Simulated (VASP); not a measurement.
# CoO: single point with PBE

Crystal: CoO.

```
Co O
1.0
     1.60222    0.92504    2.56647
    -1.60222    0.92504    2.56647
     0.00000   -1.85008    2.56647
Co O
1 1
Cartesian
  0.0000 0.0000 7.6915
  0.0000 0.0000 5.7824
```

Measurements of this composition are mostly on another form, of space group No. 225.

- Program: VASP 6.6.1
- Task: single point
- Functional: PBE
- Potentials or basis: VASP PAW PBE potentials, release 64 (Co, O)
- Cutoff: 520 eV
- k mesh: 10 × 10 × 10
- Occupations: fermi-dirac, width 0.05 eV
- Spin: collinear spin, ferromagnetic start
- Starting moments: [2.0, 0.0] μB

```
Pressure                                              : -0.3 GPa
Largest force                                         : 0.263 eV/Å
Band gap on the k mesh                                : none (metal or under the smearing width)
Net moment                                            : 2.74 μB per cell
Site moments                                          : Co +2.36; O +0.29 μB
Valence electrons inside the program's atomic spheres : Co 8.01; O 4.99
```

Forces in eV/Å, atoms in the order of the input:
```
Co   0.000  0.000  0.263
O    0.000  0.000 -0.263
```

Stress tensor (GPa, compression positive):
```
-2.12  0.00  0.00
 0.00 -2.12  0.00
 0.00  0.00  3.25
```

Levels at points of the mesh, in eV from the Fermi level:
Spin up:
```
           k point  band 5  band 6  band 7  band 8  band 9  band 10  band 11  band 12  band 13  band 14
(0.00, 0.00, 0.00)   -2.18   -2.18    0.17    0.28    0.28     0.44    14.06    14.06    14.64    20.13
(0.50, 0.00, 0.00)   -2.47   -2.13   -2.12   -0.50   -0.45     5.77     6.96    13.58    13.93    17.55
(0.50, 0.50, 0.00)   -3.14   -1.89   -1.80   -1.66   -1.49     5.23     9.98    11.17    14.18    14.50
(0.50, 0.50, 0.50)   -2.54   -2.16   -2.16   -0.61   -0.61     5.74     7.28    13.48    13.48    17.27
```
Spin down:
```csv
k point,band 3,band 4,band 5,band 6,band 7,band 8,band 9,band 10
"(0.00, 0.00, 0.00)",-4.92,-4.92,-0.53,-0.53,0.69,2.62,2.62,2.71
"(0.50, 0.00, 0.00)",-4.76,-4.73,-0.31,-0.29,0.31,1.77,1.80,6.24
"(0.50, 0.50, 0.00)",-4.48,-4.44,-0.76,-0.15,0.02,0.95,1.01,6.24
"(0.50, 0.50, 0.50)",-4.68,-4.68,-0.27,-0.27,0.14,1.65,1.65,6.19
```

Wall time 47 s on 1 thread of Intel(R) Xeon(R) Platinum 8488C (Sapphire Rapids), on a shared host, peak memory 0.2 GiB.

Caveat: a cell with one magnetic atom can't hold antiferromagnetic order, which such compounds often take; semilocal functionals often make such compounds metallic where correlation or magnetic order opens a gap, which also shifts bond lengths. With open d or f shells a metallic result of PBE can be an artefact of self-interaction; +U or a hybrid may open a gap.
